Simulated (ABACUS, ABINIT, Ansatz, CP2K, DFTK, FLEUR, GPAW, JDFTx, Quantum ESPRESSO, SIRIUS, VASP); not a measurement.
**Co: 11 runs at one level of theory**

```
Co
1.0
     2.47200    0.00000    0.00000
    -1.23600    2.14081    0.00000
     0.00000    0.00000    4.02114
Co
2
Cartesian
  1.2360 0.7136 3.0159
  0.0000 1.4272 1.0053
```

Alike in all runs: task single point; functional PBE; k mesh 12 × 12 × 7; occupations fermi-dirac, width 0.05 eV; collinear spin, ferromagnetic start; no spin-orbit coupling. Pressure is positive in compression and, in plane waves, holds the error of the finite cutoff.

```tsv
program and potentials	plane-wave cutoff (eV)	notes	pressure (GPa)	net moment per atom (μB)
ABACUS, PseudoDojo NC SR 0.4.1 PBE standard, plane waves	1320	17 valence electrons an atom on average	5.25	1.63
Quantum ESPRESSO, SSSP 1.3 efficiency PBE	748	17 valence electrons an atom on average	4.95	1.65
FLEUR, all-electron, FLAPW	-	-	-	1.61
VASP, PBE PAW files Co, 520 eV	520	9 valence electrons an atom on average	3.85	1.60
GPAW, GPAW PAW data sets (gpaw-data 1.2.1)	600	9 valence electrons an atom on average	?	?
SIRIUS, all-electron FP-LAPW, apw+lo standard	-	-	-	1.59
Ansatz, all-electron LAPW, scalar-relativistic	-	-	4.65	1.61
DFTK, PseudoDojo SR PBE 0.4.1 standard (PBE)	1306	17 valence electrons an atom on average	5.11	1.63
ABINIT, JTH PAW PBE v2.0	707	17 valence electrons an atom on average	5.12	1.60
JDFTx, PseudoDojo-SR-PBE-0.5-standard	1306	17 valence electrons an atom on average	5.25	1.63
CP2K, POTENTIAL_UZH Co GTH-PBE-q17; TZVP-MOLOPT-PBE-GTH basis	-	atomic basis; 17 valence electrons an atom on average	6.54	1.66
```

Question: Estimate from the other rows what the run with GPAW, GPAW PAW data sets (gpaw-data 1.2.1) gave.

Answer: Pressure 4.81 GPa; net moment per atom 1.60 μB. The other rows, which needn't bracket it: pressure 3.85 to 6.54; net moment per atom 1.59 to 1.66.
